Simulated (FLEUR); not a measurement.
# SnSe2 under changes of volume

One of the cells (25.726 Å³/atom); the others are scaled copies at fixed shape and fractional positions:

```
CELL_PARAMETERS angstrom
3.81100 0.00000 0.00000
-1.90550 3.30042 0.00000
0.00000 0.00000 6.13600
ATOMIC_POSITIONS crystal
Sn 0.00000 0.00000 0.00000
Se 0.66667 0.33333 0.75100
Se 0.33333 0.66667 0.24900
```

* Program: FLEUR MaX-R8.1 (later development tree)
* Functional: SCAN
* Potentials or basis: all-electron
* Basis: FLAPW
* Kmax: 4.43 1/bohr
* k mesh: 8 × 8 × 5
* Occupations: fermi-dirac, width 0.05 eV
* Spin: no spin polarisation

```csv
volume (Å³/atom),energy over the lowest point (meV/atom),gap on the mesh (eV)
24.182,70.98,1.17
24.697,?,?
25.726,12.05,1.05
26.755,0.00,0.97
27.270,0.45,0.93
```

What does the run at 24.697 Å³/atom give?

Energy over the lowest point 44.97 meV/atom; gap on the mesh 1.14 eV.

Worked out: A Birch-Murnaghan fit of order 2 (a polynomial in V^(-2/3)) to the other rows has its minimum at 26.94 Å³/atom with B0 = V·E''(V) = 68 GPa at fixed shape and positions, which overstates the stiffness. It gives 45.19 meV/atom at 24.697 Å³/atom, against the run's 44.97. A straight line through the other rows of the gap, of slope -1.99 eV per unit of ln V, gives 1.13 eV, against the run's 1.14.

Energies are extrapolated to zero smearing.

Caveats: the meta-GGA is that of a development version, with a GGA for the radial functions and cores and without core tails; spin-orbit coupling is left out, which moves the levels of the heavy elements; an odd mesh through Γ misses points on the zone boundary, where band edges often lie.
